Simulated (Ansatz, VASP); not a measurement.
Given: the input of a run of VASP 6.6.1 on NiO. 

INCAR

```
SYSTEM = NiO
  ALGO = Normal
  EDIFF = 1E-6
  ENCUT = 520
  GGA = PE
  ISIF = 2
  ISMEAR = 0
  ISPIN = 2
  LASPH = .TRUE.
  LCHARG = .FALSE.
  LMAXMIX = 4
  LORBIT = 11
  LREAL = .FALSE.
  LWAVE = .FALSE.
  MAGMOM = 1 0
  NBANDS = 19
  NELM = 150
  PREC = Accurate
  SIGMA = 0.020999999999999998
```

KPOINTS

```
k-points
0
G
  11 11 11
  0 0 0
```

The input POSCAR:

```
NiO
1.0
    0.0000000000      2.0859016414      2.0859016414
    2.0859016414      0.0000000000      2.0859016414
    2.0859016414      2.0859016414      0.0000000000
Ni O
1 1
Direct
    0.0000000000      0.0000000000      0.0000000000
    0.5000000000      0.5000000000      0.5000000000
```

Potentials or basis: VASP PAW PBE potentials, release 64 (Ni, O).

Command:

```console
$ cat potpaw_PBE.64/Ni/POTCAR potpaw_PBE.64/O/POTCAR > POTCAR
$ mpirun -np 1 vasp_std > vasp.out
```

Q: What does the same run look like in Ansatz 0.2.0? Potentials or basis there: all-electron LAPW, scalar-relativistic.

A: As run (cutoffs and basis follow the program's own potentials, and thresholds, step limits or extra output files can differ):

The input input.yaml:

```yaml
crystal:
  lattice:
    - [0.0, 2.0859016414, 2.0859016414]
    - [2.0859016414, 0.0, 2.0859016414]
    - [2.0859016414, 2.0859016414, 0.0]
  atoms:
    - { symbol: Ni, position: [0.0, 0.0, 0.0], spin: 1.0 }
    - { symbol: O, position: [0.5, 0.5, 0.5] }
kpoints:
  mp_grid: { grid: [11, 11, 11] }
scf:
  occupations: { method: gaussian, width: 0.021 }
hamiltonian:
  xc: pbe
  pseudopotentials: { kind: all_electron, lapw: { basis_error: 0.001 } }
magnetization:
  spin_polarized: true
output:
  forces: true
  stress: true
  eigenvalues: true
```

Potentials or basis: all-electron LAPW, scalar-relativistic.

Run with:

```sh
$ ansatz run input.yaml --threads 2 --pin off --max-ram 6144MiB --backend cpu --events-out ev --progress --plain --runs-dir out
```

Both were run:

|  | VASP | Ansatz |
| --- | --- | --- |
| Pressure | 6.1 GPa | 6.6 GPa |
| Net moment | 1.77 μB per cell | 1.82 μB per cell |

Where Ansatz's input types no cutoff or centring, it takes its own default and a Γ-centred mesh.

The magnetic state is the one that the start led to; the real crystal's order can differ.

Pressure is positive in compression.
